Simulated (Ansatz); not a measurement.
A run of Ansatz 0.2.0:

Contents of input.yaml:

```yaml
crystal:
  lattice:
    - [-1.34518055, 1.47982721, 1.36482019]
    - [1.38999253, -1.49707158, 1.42988501]
    - [2.59078857, 2.83251427, 0.02890408]
  atoms:
    - { symbol: Cu, position: [0.00900666, 0.98822663, 0.00108772] }
    - { symbol: Cu, position: [0.49099334, 0.51177337, 0.49891228] }
kpoints:
  mp_grid: { grid: [12, 11, 7] }
scf:
  occupations: { method: fermi_dirac, width: 0.05 }
hamiltonian:
  xc: pbe
  pseudopotentials: { kind: all_electron, lapw: { basis_error: 0.001 } }
output:
  forces: true
  stress: true
  eigenvalues: true
  populations: true
```

Potentials or basis: all-electron LAPW, scalar-relativistic.

The run is started by

```console
$ ansatz run input.yaml --threads 2 --pin off --max-ram 6144MiB --backend cpu --events-out ev --progress --plain --runs-dir out
```

Hardware: 2 threads of Arm Neoverse V1 (shared host).

Q: Estimate the wall time of this run.

A: Run time: 50 s on 2 threads of Arm Neoverse V1, with other jobs on the host, peak memory 1 GiB. Counts: scf iterations 8, plane waves 339, k points 463, bands 23.
